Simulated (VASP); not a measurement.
Si, 2 atoms in the cell. Symmetry: Fd-3m, No. 227, cubic system. Conventional cell: a = 5.444 Å, b = 5.444 Å, c = 5.444 Å, α = 90.00°, β = 90.00°, γ = 90.00°. Si (site symmetry -43m) is surrounded by 4 Si at 2.36 Å. 

```yaml
Program: VASP 6.6.1
Task: Born charges and dielectric tensor
Functional: PBE
Potentials_or_basis: VASP PAW PBE potentials, release 64 (Si)
Cutoff: 520 eV
k_mesh: 8 × 8 × 8
Occupations: fermi-dirac, width 0.05 eV
Spin: no spin polarisation
Further_INCAR_settings: ALGO = Normal; EDIFF = 1e-08; IBRION = 8
```

Potentials or basis: VASP PAW PBE potentials, release 64 (Si).

The run is started by

```console
$ cat potpaw_PBE.64/Si/POTCAR > POTCAR
$ mpirun -np 1 vasp_std > vasp.out
```

Hardware: 1 thread of Intel(R) Xeon(R) 6975P-C (Granite Rapids), on a shared host.

Problem. How long does it take, and how much memory?

Solution. Run time: 83 s on 1 thread of Intel(R) Xeon(R) 6975P-C (Granite Rapids), with other jobs on the host, peak memory 0.23 GiB. Counts: scf iterations 120, k points 29.
